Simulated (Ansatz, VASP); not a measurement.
**One calculation of Ti, two programs**

File INCAR:

```
SYSTEM = Ti
PREC = Accurate
ENCUT = 520
EDIFF = 1E-6
ISMEAR = 0
SIGMA = 0.15
LREAL = .False.
LASPH = .True.
NELM = 60
ALGO = Normal
ISIF = 2
LWAVE = .False.
LCHARG = .False.
GGA = PS
NBANDS = 12
```

The input KPOINTS:

```
regular mesh
0
Gamma
  20 20 20
  0 0 0
```

Contents of POSCAR:

```
Ti
1.0
   -1.6163850000      1.6163850000      1.5917700000
    1.6163850000     -1.6163850000      1.5917700000
    1.6163850000      1.6163850000     -1.5917700000
Ti
1
Direct
    0.0000000000      0.0000000000      0.0000000000
```

Input for Ansatz:

```yaml
crystal:
  lattice:
    - [-1.616385, 1.616385, 1.59177]
    - [1.616385, -1.616385, 1.59177]
    - [1.616385, 1.616385, -1.59177]
  atoms:
    - { symbol: Ti, position: [0.0, 0.0, 0.0] }
basis:
  ecutwfc: 420
kpoints:
  mp_grid: { grid: [20, 20, 20] }
hamiltonian:
  xc: pbesol
scf:
  occupations: { method: gaussian, width: 0.15 }
output:
  forces: true
  stress: true
  eigenvalues: true
```

Change from the starting cell: strain -0.015 along x and y, -0.030 along z, atoms carried along.

Alike in both runs: task single point; functional PBEsol; k mesh 20 × 20 × 20; occupations gaussian, width 0.15 eV; no spin polarisation.

|  | VASP | Ansatz |
| --- | --- | --- |
| version | VASP 6.6.1 | Ansatz 0.2.0 |
| potentials or method | VASP PAW PBE potentials, release 64 (Ti_sv) | scalar-relativistic, plane waves, PAW |
| plane-wave cutoff (eV) | 520 | 420 |
| valence electrons in the cell | 12 | 12 |

Ansatz gave:

| Property | Result |
| --- | --- |
| gap on the k mesh at the Fermi level (eV) | none |
| pressure (GPa) | -0.6 |
| largest component of the traceless stress (GPa) | 0.26 |

Question: Which values does VASP return?

Answer: gap on the k mesh at the Fermi level (eV): none; pressure (GPa): -0.9; largest component of the traceless stress (GPa): 0.26.

A gap of «none» marks a metal or a gap that the smearing closes. The functional is the same, so the differences come from potentials, cutoffs and numerics.

Caveats: the PAW data sets were made with another functional, which shifts forces and pressure a little (VASP).
